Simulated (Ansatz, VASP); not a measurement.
**One calculation of As, two programs**

```
As
1.0
     1.88080    1.08588    3.51406
    -1.88080    1.08588    3.51406
     0.00000   -2.17176    3.51406
As
2
Direct
  0.22600 0.22600 0.22600
  0.77400 0.77400 0.77400
```

Alike in both runs: task single point; functional PBE; k mesh 9 × 9 × 9; occupations gaussian, width 0.026 eV; no spin polarisation.

|  | VASP | Ansatz |
| --- | --- | --- |
| version | VASP 6.6.1 | Ansatz 0.2.0 |
| potentials or method | VASP PAW PBE potentials, release 64 (As) | Ansatz PAW |
| plane-wave cutoff (eV) | 520 | 420 |
| valence electrons in the cell | 10 | 30 |

```tsv
	VASP	Ansatz	Ansatz less VASP
gap on the k mesh at the Fermi level (eV)	none	none	-
pressure (GPa)	4.1	3.7	-0.32
largest component of the traceless stress (GPa)	0.40	0.30	-0.101
rms of the force components (eV/Å)	0.284	0.249	-0.0351
```

Atom by atom the forces differ by 0.035 eV/Å (rms over components). A gap of «none» marks a metal or a gap that the smearing closes. The two sets of potentials don't hold the same shells in valence.
